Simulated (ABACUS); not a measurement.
The system is CdTe.

```xyz
2
Lattice="0.0000 3.2050 3.2050 3.2050 0.0000 3.2050 3.2050 3.2050 0.0000" Properties=species:S:1:pos:R:3 pbc="T T T"
Te    4.8075    4.8075    4.8075
Cd    0.0000    0.0000    0.0000
```

* Program: ABACUS 3.10.1
* Task: relaxation of cell and atoms
* Functional: BP86
* Potentials or basis: SG15 ONCV 1.2 PBE
* Cutoff: 1401 eV
* Density cutoff: 5606 eV
* Basis: plane waves
* k mesh: 6 × 6 × 6
* Occupations: fermi-dirac, width 0.05 eV
* Spin: no spin polarisation

At the start: pressure 4.3 GPa; volume 32.92 Å³/atom.

Where does the relaxation end?

Over 3 steps the energy falls by 40.8 meV/atom and the volume is 36.24 Å³/atom (+10.1 %); space group F-43m (No. 216, to 0.05 Å).

The path:
| step | energy change (eV) | largest force (eV/Å) | pressure (GPa) | volume (Å³) |
| --- | --- | --- | --- | --- |
| 1 | 0.0000 | 0.0000 | 4.29 | 65.84 |
| 2 | -0.0731 | 0.0000 | -1.08 | 74.93 |
| 3 | -0.0815 | 0.0000 | -0.01 | 72.48 |

Final structure:
```
Te Cd
1.0
     0.00000    3.30926    3.30926
     3.30926    0.00000    3.30926
     3.30926    3.30926    0.00000
Te Cd
1 1
Direct
  0.75000 0.75000 0.75000
  0.00000 0.00000 0.00000
```

Caveat: the potentials were made for another functional, which shifts forces and pressure; the volume moved by +10 % from the deposited cell, more than functionals usually miss.
